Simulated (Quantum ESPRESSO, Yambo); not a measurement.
An input for Yambo 5.3.0 (CdS (Hawleyite)):

```
HF_and_locXC
gw0
dyson
cohsex
em1s
rim_cut
RandQpts= 1000000
RandGvec= 1 RL
EXXRLvcs= 94 Ry
VXCRLvcs= 376 Ry
Chimod= "HARTREE"
% BndsRnXs
 1 | 262 |
%
NGsBlkXs= 17 Ry
% LongDrXs
 1 | 1 | 1 |
%
% GbndRnge
 1 | 262 |
%
DysSolver= "n"
ExtendOut
% QPkrange
 1 | 1 | 12 | 15 |
%
```

```sh
OMP_NUM_THREADS=1 mpirun -n 4 yambo -F gw4.in -J gw4 -C gw4 > gw4.log
```

The stored states that it reads are on a 4×4×4 mesh. Symmetry: F-43m, No. 216, cubic system. Conventional cell: a = 5.916 Å, b = 5.916 Å, c = 5.916 Å, α = 90.00°, β = 90.00°, γ = 90.00°. Nearest to Cd lie 4 S at 2.56 Å. Nearest to S lie 4 Cd at 2.56 Å. Farther neighbours and most contacts between anions are not listed.

Question: How long will it take on 4 MPI ranks of Intel Xeon Platinum 8259CL at 2.50GHz (Skylake/Cascade Lake), shared host, and how much memory?

It took 5.4 min; on shared hardware allow 2.7 min to 11 min. Peak host memory was 2.2 GiB.

The screening grows as filled bands × empty bands × pairs of k points, times the square of the screening basis for the matrix.

[Paths, hosts, dates, memory and timing lines, banners, echoed tables and standing remarks are left out of the program output.]

[Logs are printed without paths, hosts, clocks, repeated set-up lines and the standing remarks that a program may print on its own settings, such as how far it seeks lower states.]

[Runs of the session that timed out or met a known fault of the program may be left out.]

[Hosts, paths, dates, database ids (printed as entryN), source tags and the programs' standing remarks are cut or masked in the printed files.]
